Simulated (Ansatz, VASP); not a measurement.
# CdF2: VASP beside Ansatz

```
Cd F
1.0
     0.00000    2.72945    2.72945
     2.72945    0.00000    2.72945
     2.72945    2.72945    0.00000
Cd F
1 2
Cartesian
  0.0000 0.0000 0.0000
  4.0942 4.0942 4.0942
  1.3647 1.3647 1.3647
```

Alike in both runs: task single point; functional LDA; k mesh 9 × 9 × 9; occupations fermi-dirac, width 0.05 eV; no spin polarisation.

|  | VASP | Ansatz |
| --- | --- | --- |
| version | VASP 6.6.1 | Ansatz 0.2.0 |
| potentials or method | VASP PAW LDA potentials, release 64 (Cd, F) | Ansatz PAW |
| plane-wave cutoff (eV) | 520 | 420 |
| valence electrons in the cell | 26 | 34 |

```csv
,VASP,Ansatz,Ansatz less VASP
gap on the k mesh at the Fermi level (eV),2.69,2.70,+0.012
least direct gap on the mesh (eV),3.19,3.20,+0.008
pressure (GPa),-8.4,-9.2,-0.78
```

The two sets of potentials don't hold the same shells in valence.

Caveats: an odd mesh through Γ misses points on the zone boundary, where band edges often lie (VASP); odd divisions of the mesh miss points on the zone boundary, where band edges often lie, so the gap on the mesh can be too wide (Ansatz); the pressure holds a Pulay correction of +0.9 GPa for the finite cutoff (Ansatz); the PAW data sets come from PBE, with cores solved anew for the run's functional, which leaves a small shift of forces and pressure (Ansatz). LDA gaps usually lie below the measured ones, often by a third to a half.
